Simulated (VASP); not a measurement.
Te:

```
Te
1.0
     2.30590    1.33131    1.69095
    -2.30590    1.33131    1.69095
     0.00000   -2.66263    1.69095
Te
1
Direct
  0.50000 0.50000 0.50000
```

This isn't the form of Te at room conditions, which is trigonal, of chains.

```yaml
Program: VASP 6.6.1
Task: relaxation of cell and atoms
Functional: PBEsol
Potentials_or_basis: VASP PAW PBE potentials, release 64 (Te)
Cutoff: 600 eV
k_mesh: 7 × 7 × 7
Occupations: fermi-dirac, width 0.05 eV
Spin: spin-orbit coupling, no magnetisation
```

At the start: pressure -0.0 GPa; volume 31.15 Å³/atom.

**Question.** How do energy, volume and symmetry change on relaxing?

**Answer.** Over 26 steps the energy falls by 7.0 meV/atom and the volume is 31.41 Å³/atom (+0.8 %); space group Pm-3m (No. 221, to 0.05 Å).

Step by step:
| step | energy change (eV) | largest force (eV/Å) | pressure (GPa) | volume (Å³) |
| --- | --- | --- | --- | --- |
| 1 | 0.0000 | 0.0000 | -0.02 | 31.15 |
| 2 | -0.0001 | 0.0000 | 0.04 | 31.13 |
| 3 | -0.0004 | 0.0000 | 0.21 | 31.07 |
| 4 | -0.0010 | 0.0000 | 0.56 | 30.95 |
| 5 | -0.0023 | 0.0000 | 1.23 | 30.70 |
| 6 | 0.0024 | 0.0000 | 2.53 | 30.14 |
| 7 | -0.0023 | 0.0000 | 1.49 | 30.59 |
| 8 | -0.0023 | 0.0000 | 1.44 | 30.61 |
| 9 | -0.0023 | 0.0000 | 1.44 | 30.61 |
| 10 | -0.0023 | 0.0000 | 1.44 | 30.61 |
| 11 | -0.0024 | 0.0000 | 1.44 | 30.60 |
| 12 | -0.0024 | 0.0000 | 1.47 | 30.60 |
| 13 | -0.0025 | 0.0000 | 1.50 | 30.59 |
| 14 | -0.0025 | 0.0000 | 1.56 | 30.57 |
| 15 | -0.0026 | 0.0000 | 1.56 | 30.57 |
| 16 | -0.0029 | 0.0000 | 1.49 | 30.60 |
| 17 | -0.0034 | 0.0000 | 1.38 | 30.65 |
| 18 | -0.0043 | 0.0000 | 1.18 | 30.75 |
| 19 | -0.0057 | 0.0000 | 0.79 | 30.95 |
| 20 | -0.0069 | 0.0000 | 0.01 | 31.36 |
| 21 | -0.0070 | 0.0000 | -0.03 | 31.39 |
| 22 | -0.0070 | 0.0000 | -0.08 | 31.42 |
| 23 | -0.0070 | 0.0000 | -0.08 | 31.42 |
| 24 | -0.0070 | 0.0000 | -0.08 | 31.42 |
| 25 | -0.0070 | 0.0000 | -0.06 | 31.42 |
| 26 | -0.0070 | 0.0000 | -0.04 | 31.41 |

Final structure:
```yaml
crystal:
  lattice:
    - [2.23452, 1.29010, 1.81571]
    - [-2.23452, 1.29010, 1.81571]
    - [0.00000, -2.58021, 1.81571]
  atoms:
    - { symbol: Te, position: [0.50000, 0.50000, 0.50000] }
```

Caveat: the PAW data sets were made with another functional, which shifts forces and pressure a little.
